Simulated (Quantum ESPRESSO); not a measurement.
A calculation with Quantum ESPRESSO 7.5 of Sn (ASE script, structure from a POSCAR):

run.py

```python
import numpy as np
from ase.calculators.espresso import Espresso, EspressoProfile
from ase.io import read

atoms = read('POSCAR')

input_data = {
    'control': {'calculation': 'scf', 'prefix': 'pwscf', 'outdir': './tmp', 'tprnfor': True, 'tstress': True, 'disk_io': 'nowf'},
    'system': {'ecutwfc': 60.0, 'ecutrho': 480.0, 'nbnd': 21, 'occupations': 'smearing', 'smearing': 'fd', 'degauss': 0.00367493},
    'electrons': {'conv_thr': 4e-10, 'electron_maxstep': 120, 'mixing_beta': 0.5},
}
pseudopotentials = {'Sn': 'Sn_pbe_v1.uspp.F.UPF'}
profile = EspressoProfile(command='pw.x', pseudo_dir='pseudo')
dft = Espresso(profile=profile, input_data=input_data, pseudopotentials=pseudopotentials, kpts=(7, 7, 7), koffset=(0, 0, 0))
atoms.calc = dft

print(f'energy {atoms.get_potential_energy():.8f} eV')
print('forces (eV/A)')
print(np.round(atoms.get_forces(), 6))
print('stress (eV/A^3, Voigt)')
print(np.round(atoms.get_stress(), 8))
print(f'Fermi level {dft.get_fermi_level():.4f} eV')
```

File POSCAR:

```
Sn
1.0
    0.0000000000      3.2456000000      3.2456000000
    3.2456000000      0.0000000000      3.2456000000
    3.2456000000      3.2456000000      0.0000000000
Sn
2
Direct
    0.4607398400      0.4685931900      0.4965269100
    0.7892601600      0.7814068100      0.7534730900
```

Potentials or basis: SSSP 1.3 efficiency PBE.

Command:

```sh
$ OMP_NUM_THREADS=1 python run.py
```

This isn't the form of Sn at room conditions, which is tetragonal (white tin).

Problem. Write the same calculation in another form: native input, structure typed inline.

Solution. As run:

File pw.in:

```
&CONTROL
  calculation = 'scf'
  prefix = 'pwscf'
  outdir = './tmp'
  pseudo_dir = './pseudo'
  tprnfor = .true.
  tstress = .true.
  disk_io = 'nowf'
/
&SYSTEM
  ibrav = 0
  nat = 2
  ntyp = 1
  ecutwfc = 60
  ecutrho = 480
  nbnd = 21
  occupations = 'smearing'
  smearing = 'fd'
  degauss = 0.00367493
/
&ELECTRONS
  conv_thr = 4d-10
  electron_maxstep = 120
  mixing_beta = 0.5
/
ATOMIC_SPECIES
Sn   118.7100 Sn_pbe_v1.uspp.F.UPF
CELL_PARAMETERS angstrom
   0.0000000000    3.2456000000    3.2456000000
   3.2456000000    0.0000000000    3.2456000000
   3.2456000000    3.2456000000    0.0000000000
ATOMIC_POSITIONS crystal
Sn     0.4607398400    0.4685931900    0.4965269100
Sn     0.7892601600    0.7814068100    0.7534730900
K_POINTS automatic
7 7 7 0 0 0
```

Potentials or basis: SSSP 1.3 efficiency PBE.

Command:

```sh
$ OMP_NUM_THREADS=1 pw.x -in pw.in > pw.out
```

Both were run:

|  | ASE script, structure from a POSCAR | native input, structure typed inline |
| --- | --- | --- |
| Pressure | 6.4 GPa | 6.4 GPa |
| Largest force | 2.504 eV/Å | 2.504 eV/Å |
| Band gap on the k mesh | none (metal or under the smearing width) | none (metal or under the smearing width) |

Keys that steer only the numerical path or the files written may differ.

Caveat: forces of over 1 eV/Å show positions far from the minimum, so gaps and moduli don't describe the material at rest.
